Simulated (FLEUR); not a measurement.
Cu: equation of state with LDA

Cu:

```xyz
1
Lattice="-1.4428 1.4428 1.3761 1.4428 -1.4428 1.3761 1.4428 1.4428 -1.3761" Properties=species:S:1:pos:R:3 pbc="T T T"
Cu    0.0000    0.0000    0.0000
```

This isn't the form of Cu at room conditions, which is fcc.

```
Program                  : FLEUR MaX-R8.1 (later development tree)
Task                     : equation of state
Functional               : LDA
Potentials or basis      : all-electron
Basis                    : FLAPW
Kmax                     : 4.64 1/bohr
k mesh                   : 13 × 13 × 13
Occupations              : fermi-dirac, width 0.05 eV
Spin                     : no spin polarisation
Gmax                     : 14.4 1/bohr
Muffin-tin radii         : Cu 2.11 bohr
lmax                     : Cu 9
lnonsphr                 : Cu 9
Local orbitals a species : Cu 5
```

```yaml
Equilibrium_volume: 10.92 Å³/atom
Bulk_modulus_at_fixed_shape_and_positions: 187 GPa
Pressure_derivative_of_the_bulk_modulus: "5.1 (rough: it moves with the points fitted)"
```

Energy against volume, from the lowest point:
| volume (Å³/atom) | energy (meV/atom) |
| --- | --- |
| 10.771 | 0.84 |
| 11.000 | 0.00 |
| 11.458 | 13.71 |
| 11.916 | 44.13 |
| 12.146 | 64.35 |

Caveat: the cell was scaled at fixed shape and fractional positions, which overstates the stiffness of a crystal with free parameters, most of all of layers and chains.
